**Q.** We image a few-layer 2H-MoTe$_2$ flake at both polarities. What sizes of effect does a Tersoff-Hamann calculation on a three-layer PBE slab give for it?

Tersoff-Hamann STM of a three-layer MoTe$_2$ slab, computed with Ansatz 0.2.0 using scalar-relativistic PBE, PAW, a 420 eV cutoff, an 18 × 18 × 1 k mesh and 0.05 eV Gaussian smearing, without spin polarization. Bias is measured from mid-gap. The tip plane lies 4 Å above the topmost nucleus, and corrugation is that of the contour at the plane's mean density.

| bias (V) | log10 mean density (log10 of e/angstrom^3) | bright over dark | corrugation (Å) | brightest over | apparent barrier at 4 angstrom (eV) |
| --- | --- | --- | --- | --- | --- |
| -2.500 | -4.504 | 1.90 | 0.255 | Te | 6.298 |
| -1.700 | -4.636 | 1.56 | 0.180 | Te | 5.757 |
| -1.100 | -5.834 | 2.52 | 0.387 | Te | 6.924 |
| -0.750 | -6.521 | 30.68 | 1.356 | between | 8.833 |
| 0.750 | -5.491 | 1.08 | 0.036 | between | 4.944 |
| 1.100 | -4.556 | 1.08 | 0.035 | flat | 4.588 |
| 1.700 | -4.037 | 1.13 | 0.063 | between | 3.804 |
| 2.300 | -3.816 | 1.07 | 0.036 | flat | 3.474 |

**A.** Each row adds up all states between mid-gap and the bias, filled states at negative bias and empty ones at positive bias. The mean density $n$ on the tip plane falls by a factor of roughly 7 to 20 for each ångström of height, and across the rows it spans a factor of about 500. Empty-state images have corrugations of a few hundredths of an ångström, filled-state images of a few tenths, and the row nearest the valence edge exceeds one ångström. The spread in density follows mainly from the number of states in a window and from how fast they decay into the vacuum.

**Q.** The vacuum level lies 4.3 eV above mid-gap. How can an apparent barrier be twice that?

**A.** The apparent barrier is a decay rate written as an energy. Far from the surface a state of energy $E$ (from mid-gap) and in-plane wave vector $k$ has the form $e^{i\mathbf{k}\cdot\mathbf{r}}e^{-\kappa z}$. The free-electron Schrödinger equation, with the vacuum level $W$, fixes $\kappa$. The density decays at the rate $d = 2\kappa$, and the tabulated barrier $\Phi$ is

$$\Phi=\frac{\hbar^2}{2m}\left(\frac{d}{2}\right)^2=(W-E)+\frac{\hbar^2k^2}{2m}.$$

Two limits bracket the second term. A state at the zone centre Γ built from $p_z$ and $d_{z^2}$ orbitals has none, and its barrier is its depth below the vacuum level. A state at the zone corner K, with $|K| = 4\pi/3a$ for lattice constant $a$, adds 5.40 eV, and one halfway to K adds a quarter of that, 1.35 eV. In a window that holds several kinds of state, the slowest to decay gain weight as the tip moves outward.

The row at −0.75 V can be worked with no fitted constant. Its window runs from the valence edge at −0.46 eV to the bias, so

$$W-E = 4.79\text{ to }5.07\ \text{eV},\qquad \Phi-(W-E)=8.83-5.07\ \text{to}\ 8.83-4.79=3.76\text{ to }4.05\ \text{eV},$$

$$k/|K|\approx\sqrt{3.9/5.40}\approx 0.85 .$$

The excess itself is in the numbers. Reading it as valence states near K is an argument from the known band structure of this crystal type, untested here by any k-resolved quantity, and the size alone would also fit the M point. Between 3 and 5 Å the decay rate still rises with height in seven of the eight rows, this one included, as it does when the potential has not yet reached the vacuum level, so the excess is probably an underestimate.

**Q.** Biases of −0.75 and +0.75 V reach about equally far into the bands. Why is the empty side so much brighter?

**A.** The density is 10.7 times larger at +0.75 V although the window holds only 0.80 times as many states, so counting states points the wrong way. The empty states lie about 1.2 eV nearer the vacuum level, and their momentum excess is only 1.1 to 1.4 eV. The two terms add, and the momentum term supplies the larger part of the difference in barrier. That smaller excess matches states about halfway from Γ to K, which by the same argument would outshine conduction states at K.

A fit of $\ln(n/N) = c - L\,d$ to all eight rows, with $N$ the number of states in the window, tests how far decay carries the density. It lowers the rms scatter of $\ln(n/N)$ from 1.30, for a constant density per state, to 0.38. Both ±0.75 V rows are part of the fit, and $c$ and $L$ trade against each other, so neither has a physical meaning. The worst row is −1.1 V, where the density is a factor 2.4 below the line.

**Q.** At positive bias the barrier falls steadily. At negative bias it drops twice and then rises again. Why?

**A.** The windows are nested, so subtracting neighbouring rows isolates the slice of states that each step adds, and the mean densities of the same calculation at 3 and 5 Å give the decay of that slice. On the empty side energy and momentum push the same way. Higher slices sit nearer the vacuum level, and their excess falls from about 1.2 eV in the first slice to about 0.6 eV in the two highest. The slope of −0.98 eV/V is therefore a sum of both shifts and does not show that energy acts alone.

On the filled side the two terms compete. Deeper states have more energy to climb, but leaving the valence edge sheds momentum faster: the excess drops from 3.9 eV in the first slice to 1.2 eV in the second and vanishes in the third. That third slice behaves as the Γ limit, to within the few tenths of an eV left open by placing its energy at mid-slice and by a potential that has not yet levelled off. It multiplies the density by 15.8 while the state count grows only 2.2-fold.

The two irregular rows follow from this. At −2.5 V the added slice is both deeper and back at a 1.5 eV excess, and it supplies 26% of the row's density, enough to lift the barrier by 0.54 eV. At −1.1 V, alone among the rows, the decay rate falls with height between 3 and 5 Å, which is how a mixture behaves as its fast part dies out. A small share of slow-decaying states then pulls $d$ down while $N$ counts every state, which would account for the low density per state in the fit.

The bias at which the Γ-like states enter is less secure than their effect. States at Γ with out-of-plane orbitals are split by coupling between layers. PBE has no dispersion attraction, and the top gap between Te planes relaxed to 3.82 Å against 3.38 Å where the slab is held at bulk positions. Kohn-Sham gaps are also too small and tip-induced band bending is left out, so measured biases will be shifted.

**Q.** And the 1.356 Å corrugation at −0.75 V? Does Te really stand that tall?

**A.** It is mostly a pit: in the same calculation the contour lies 1.09 Å below the mean over Mo and only 0.04 Å above it over Te, with the maximum over the hollow site. Geometry links the two contrast columns, since a ratio $r$ of brightest to darkest density on a plane needs a height change of $\ln r/d$ to cancel. For this row that gives $\ln 30.68/3.045 = 1.12$ Å, 17% below the tabulated value. The formula assumes equal decay at bright and dark points, so it also runs 11% low at −1.1 V and 2% low at −2.5 V, and meets the other five rows within the rounding.

The same two limits suggest why $r$ is so large in this row. A state at Γ of the kind described above is modulated only through waves at a reciprocal vector $G$, which decay faster, so its contrast fades with height at the rate $\sqrt{\kappa^2+G^2}-\kappa$, above 1 Å$^{-1}$ here. A state at K is built from three waves of equal length that decay together, so their interference pattern, one maximum and two nodes a cell, survives. The contrast $\ln r$ fades at only 0.15 Å$^{-1}$ at −0.75 V, the slowest of all rows. The Γ limit is not reached anywhere, and even the −1.7 V row gives 0.82 against 1.17 Å$^{-1}$.

Symmetry argues that the valence state at K, made of Mo $d_{x^2-y^2}\pm i d_{xy}$ and Te $p_x\pm ip_y$, has its nodes over both atoms and its maximum over the hollow. The hollow maximum and the Mo pit agree with that, but Te is not dark, and filling of that node by states away from K is a guess. This row is also the most exposed to the neglect of spin-orbit coupling. The spin-orbit splitting of the valence band at K is expected to be comparable to the 0.29 eV that the window reaches into the band.

**Q.** Where, then, does the contrast truly reverse?

**A.** The brightest site moves once, from hollow to Te, between −0.75 and −1.1 V, where a slice with much smaller excess supplies 79% of the density. At positive bias the maximum stays over the hollow in all four rows, whether they are labelled "flat" or "between". Only the darkest site changes there, from Mo to Te between 0.75 and 1.1 V, and the heights involved are a few hundredths of an ångström. Why these images are so flat is untested, and cancellation between patterns of different states is a guess. Each corrugation refers to the set point of its own plane and to an s-wave tip, so the rows compare equal mean height and not equal current.

The printed analysis below lists the slices and residuals. For imaging at a fixed current, the trend means that the tip runs closest to the surface at small negative bias, where the states are few and decay fastest.

The analysis program printed:

```
hbar^2/2m 3.810 eV A^2; |K| 1.191, |G| 2.062 1/A; vacuum level W 4.325 eV
momentum term: K 5.40, M 4.05, half way to K 1.35 eV
A) bias V | barrier, W-E range eV | decay at 4 A, 3-4 A, 4-5 A (1/A) | ln resid: count only, count+decay
-2.50 | 6.30, 4.79-6.82 | 2.571 2.565 2.574 | -0.23 +0.40
-1.70 | 5.76, 4.79-6.02 | 2.458 2.422 2.484 | +0.06 +0.29
-1.10 | 6.92, 4.79-5.42 | 2.696 2.728 2.661 | -1.93 -0.87
-0.75 | 8.83, 4.79-5.07 | 3.045 3.006 3.069 | -2.14 +0.14
+0.75 | 4.94, 3.57-3.86 | 2.278 2.214 2.319 | +0.46 +0.05
+1.10 | 4.59, 3.22-3.86 | 2.195 2.137 2.230 | +1.01 +0.31
+1.70 | 3.80, 2.62-3.86 | 1.998 1.964 2.015 | +1.29 -0.10
+2.30 | 3.47, 2.02-3.86 | 1.910 1.881 1.921 | +1.48 -0.22
fit ln(density/states) = -4.65 - 3.51 A * decay; rms 0.38 (count only 1.30)
worst row -1.10 V, factor 2.38; rounding of ln density 0.0012
B) slice eV | states | share of row density | density/state e/A^3 | barrier, W-E mid, excess eV | k/|K|
-1.70 to -2.50 | 8.25 | 26% | 9.96e-07 | 7.91 6.42 +1.49 | 0.52
-1.10 to -1.70 | 5.48 | 94% | 3.96e-06 | 5.65 5.72 -0.08 | 0.00
-0.75 to -1.10 | 3.52 | 79% | 3.30e-07 | 6.49 5.25 +1.24 | 0.48
-0.46 to -0.75 | 1.21 | 100% | 2.49e-07 | 8.79 4.93 +3.86 | 0.84
+0.47 to +0.75 | 0.96 | 100% | 3.35e-06 | 4.89 3.72 +1.18 | 0.47
+0.75 to +1.10 | 3.81 | 88% | 6.45e-06 | 4.50 3.40 +1.10 | 0.45
+1.10 to +1.70 | 7.15 | 70% | 8.95e-06 | 3.46 2.92 +0.54 | 0.32
+1.70 to +2.30 | 4.37 | 40% | 1.39e-05 | 2.97 2.32 +0.65 | 0.35
C) bias | corrugation, ln(ratio)/decay, rounding A | error | over Mo, Te A | fade of ln ratio, Gamma limit 1/A
-2.50 | 0.255 0.250 0.002 | -2% | -0.126 +0.128 | 0.76 1.14
-1.70 | 0.180 0.181 0.002 | +0% | -0.086 +0.094 | 0.82 1.17
-1.10 | 0.387 0.343 0.001 | -11% | -0.277 +0.110 | 0.58 1.12
-0.75 | 1.356 1.124 0.001 | -17% | -1.094 +0.039 | 0.15 1.04
+0.75 | 0.036 0.034 0.003 | -6% | -0.015 -0.009 | 0.53 1.22
+1.10 | 0.035 0.035 0.003 | +0% | +0.002 -0.021 | 0.30 1.24
+1.70 | 0.063 0.061 0.003 | -3% | -0.008 -0.031 | 0.64 1.29
+2.30 | 0.036 0.035 0.003 | -2% | -0.010 -0.015 | 0.82 1.32
+0.75 over -0.75 V: density x10.7, states x0.80, per state x13.5
decay difference 0.767 1/A; length giving that per-state ratio 3.39 A
excess barrier: -0.75 V 3.76-4.05 eV; +0.75 V 1.08-1.37 eV
-0.75 to -1.10 V: density x4.86, states x3.91, barrier -1.91 eV
-1.10 to -1.70 V: density x15.78, states x2.16, barrier -1.17 eV
-1.70 to -2.50 V: density x1.36, states x1.81, barrier +0.54 eV
+0.75 to +1.10 V: density x8.61, states x4.96, barrier -0.36 eV
barrier slope at positive bias -0.98 eV/V; largest over smallest set-point density 507
depth into bands at -0.75, +0.75 V: 0.29, 0.28 eV
interlayer Te-Te gaps (same run): top 3.82 A, bottom 3.38 A
```
